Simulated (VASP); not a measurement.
Input:

```xyz
4
Lattice="1.7700 -3.0657 0.0000 1.7700 3.0657 0.0000 0.0000 0.0000 5.7000" Properties=species:S:1:pos:R:3 pbc="T T T"
In     1.7700    -1.0219     2.8500
In     1.7700     1.0219     0.0000
N      1.7700    -1.0219     5.0103
N      1.7700     1.0219     2.1603
```

These are PBE GGA, VASP's PBE PAW potentials (set 64) (plane waves; VASP) values and carry that method's errors. Numerical set-up: 520 eV cut-off, 6×6×3 Γ-centred mesh, Gaussian smearing of 0.050 eV, potentials In_d N.

Unless said otherwise, spin-orbit coupling is left out, though it shifts the bands of the heavy elements here.

Q: Predict the energy per atom (σ→0), pressure, band gap (on the k-mesh) with the smallest direct gap where there is one.

A: 
```yaml
band gap (on the k-mesh): none (metal, semimetal or under 0.01 eV)
energy per atom (σ→0): -5.340 eV/atom
pressure: 5.33 GPa
```

Only differences to runs with the same potentials and settings are physical.

The compound is InN in the wurtzite structure. The cell was not relaxed at this level. The k-mesh is coarse (spacing up to 0.37 per Å, 2π included), so the numbers may not be converged in it.
